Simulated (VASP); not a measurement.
The system is BaS.

```xyz
2
Lattice="0.0000 3.1938 3.1938 3.1938 0.0000 3.1938 3.1938 3.1938 0.0000" Properties=species:S:1:pos:R:3 pbc="T T T"
Ba    0.0000    0.0000    0.0000
S     3.1938    3.1938    3.1938
```

- Program: VASP 6.6.1
- Task: relaxation of cell and atoms
- Functional: BLYP
- Dispersion: D4
- Potentials or basis: VASP PAW PBE potentials, release 64 (Ba_sv, S)
- Cutoff: 600 eV
- k mesh: 7 × 7 × 7
- Occupations: fermi-dirac, width 0.05 eV
- Spin: no spin polarisation

At the start: pressure 1.4 GPa; volume 32.58 Å³/atom.

Task: How do energy, volume and symmetry change on relaxing?

Result: Over 3 steps the energy falls by 4.7 meV/atom and the volume is 33.65 Å³/atom (+3.3 %); space group Fm-3m (No. 225, to 0.05 Å).

The path:
| step | energy change (eV) | largest force (eV/Å) | pressure (GPa) | volume (Å³) |
| --- | --- | --- | --- | --- |
| 1 | 0.0000 | 0.0000 | 1.44 | 65.15 |
| 2 | -0.0086 | 0.0000 | -0.39 | 67.96 |
| 3 | -0.0094 | 0.0000 | 0.00 | 67.30 |

Final structure:
```cif
data_structure
_symmetry_space_group_name_H-M 'P 1'
_symmetry_Int_Tables_number 1
_cell_length_a 4.5658
_cell_length_b 4.5658
_cell_length_c 4.5658
_cell_angle_alpha 60.000
_cell_angle_beta 60.000
_cell_angle_gamma 60.000
_cell_volume 67.30
loop_
_atom_site_label
_atom_site_type_symbol
_atom_site_fract_x
_atom_site_fract_y
_atom_site_fract_z
_atom_site_occupancy
Ba1 Ba 0.00000 0.00000 0.00000 1
S1 S 0.50000 0.50000 0.50000 1
```

Caveat: the PAW data sets were made with another functional, which shifts forces and pressure a little.
